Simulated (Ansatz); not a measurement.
Input and command of a calculation in Ansatz (plane waves; scalar-relativistic PAW potentials unless the input names others):

```yaml
crystal:
  lattice:
    - [3.0471892411, 0.0, 0.0]
    - [-1.5235946205, 2.8021768987, 0.0]
    - [0.0, 0.0, 12.5788196111]
  atoms:
    - { symbol: Mo, position: [0.3333333333, 0.6666666667, 0.25] }
    - { symbol: Mo, position: [0.6666666667, 0.3333333333, 0.75] }
    - { symbol: S, position: [0.3333333333, 0.6666666667, 0.6260538431] }
    - { symbol: S, position: [0.6666666667, 0.3333333333, 0.1260538431] }
    - { symbol: S, position: [0.3333333333, 0.6666666667, 0.8739461569] }
    - { symbol: S, position: [0.6666666667, 0.3333333333, 0.3739461569] }
basis:
  ecutwfc: 420
kpoints:
  mp_grid: { grid: [1, 1, 1] }
hamiltonian:
  xc: pbesol
scf:
  occupations: { method: gaussian, width: 0.05 }
  max_iter: 100
output:
  forces: true
  eigenvalues: true
  stress: true
```

```bash
ansatz run input.yaml --threads 1 --pin off --max-ram 2560MiB --backend cpu --events-out ev --progress --plain --runs-dir out
```

Abridged log:
```
Basis set: ecut = 420 eV, 2115 PW (Γ), exchange–correlation on 48×48×180 points (8 copies of the dense FFT grid, shifted against one another)
Bands: 32, of which v1, the nominal top of the filled ones, is band 26 counted from 1 (25 counted from 0)
Symmetry: 8 space group operations
k-points: 1
SCF iter   1: F=—  HF=-13327.607697 eV  |F-HF|=—  |Δ(HF+E_count)|=         —  Δρ=1.19e-1  dr2=3.93e1  ethr=1.77e-3  ⟨swp⟩=6.0  Hψ=129  notcnv=0
SCF iter   2: F=—  HF=-13324.900344 eV  |F-HF|=—  |Δ(HF+E_count)|=    2.71e0  Δρ=8.77e-2  dr2=1.45e1  ethr=1.77e-3  ⟨swp⟩=4.0  Hψ=79  notcnv=0  defer=2
SCF iter   3: F=—  HF=-13323.094564 eV  |F-HF|=—  |Δ(HF+E_count)|=    1.81e0  Δρ=2.92e-2  dr2=8.28e-1  ethr=1.77e-3  ⟨swp⟩=3.0  Hψ=72  notcnv=0  defer=2
SCF iter   4: F=—  HF=-13322.986341 eV  |F-HF|=—  |Δ(HF+E_count)|=   1.08e-1  Δρ=1.17e-2  dr2=1.93e-1  ethr=1.59e-3  ⟨swp⟩=2.0  Hψ=52  notcnv=0  defer=2
SCF iter   5: F=—  HF=-13322.954021 eV  |F-HF|=—  |Δ(HF+E_count)|=   3.23e-2  Δρ=3.73e-3  dr2=2.13e-2  ethr=3.71e-4  ⟨swp⟩=2.0  Hψ=43  notcnv=0  defer=2
SCF iter   6: F=—  HF=-13322.953553 eV  |F-HF|=—  |Δ(HF+E_count)|=   4.68e-4  Δρ=9.89e-4  dr2=1.09e-3  ethr=4.10e-5  ⟨swp⟩=3.0  Hψ=70  notcnv=0  defer=2
SCF iter   7: F=—  HF=-13322.953353 eV  |F-HF|=—  |Δ(HF+E_count)|=   2.00e-4  Δρ=2.21e-4  dr2=1.39e-4  ethr=2.10e-6  ⟨swp⟩=2.0  Hψ=48  notcnv=0  defer=2
SCF iter   8: F=—  HF=-13322.953327 eV  |F-HF|=—  |Δ(HF+E_count)|=   2.60e-5  Δρ=5.50e-5  dr2=4.60e-6  ethr=2.67e-7  ⟨swp⟩=2.0  Hψ=44  notcnv=0  defer=2
SCF iter   9: F=—  HF=-13322.953293 eV  |F-HF|=—  |Δ(HF+E_count)|=   3.40e-5  Δρ=1.36e-5  dr2=2.19e-7  ethr=8.85e-9  ⟨swp⟩=2.0  Hψ=44  notcnv=0  defer=2
SCF iter  10: F=-13322.953293 eV  HF=-13322.953293 eV  |F-HF|=4.00e-9  |Δ(HF+E_count)|=   1.21e-7  Δρ=2.91e-6  dr2=9.93e-9  ethr=1.92e-10  ⟨swp⟩=10.0  Hψ=132  notcnv=0
SCF 1 converged in 10 iterations: F = -13322.953293 eV  dr2 = 9.93e-9
SCF converged after 10 iterations
Free energy (F): -13322.953293 eV
Harris-Foulkes:  -13322.953293 eV  (|F-HF|=4.00e-9)
Internal energy: -13322.953293 eV  (E = F + TS)
E sigma→0 (E₀):  -13322.953293 eV
Fermi energy:    12.398705 eV
--- Forces (eV/Å), atoms counted from 1 ---
  atom   1  Mo     0.00000000     0.08313517     0.00000000
  atom   2  Mo     0.00000000    -0.08313517     0.00000000
  atom   3  S      0.00000000     0.05181479     4.22775542
  atom   4  S      0.00000000    -0.05181479     4.22775542
  atom   5  S      0.00000000     0.05181479    -4.22775542
  atom   6  S      0.00000000    -0.05181479    -4.22775542
--- Stress (GPa, compression-positive) ---
       37.780127       0.000000       0.000000
        0.000000      34.143628       0.000000
        0.000000       0.000000     -13.815750
  P = ⅓ Tr σ = 19.3693 GPa (193.693 kbar)
```

Task: What should be changed?

Result: The fault is one k-point for a small cell (kpoints.mp_grid.grid: [12, 12, 2] → [1, 1, 1], the first being the value of the sound run). Setting it back cures it. The run converged all the same, with an energy at zero smearing 2.9 eV/atom above the reference's, pressure 19.37 GPa, largest force 4.228 eV/Å, gap on the mesh 1.65 eV, so convergence alone doesn't show that an input is right. A reference run from the same start on usual settings converged with pressure 0.43 GPa, largest force 0.360 eV/Å, gap on the mesh 1.01 eV.

Time: 0.76 s on 1 thread of Intel(R) Xeon(R) Platinum 8488C (Sapphire Rapids), with other jobs on the host, peak memory 0.36 GiB.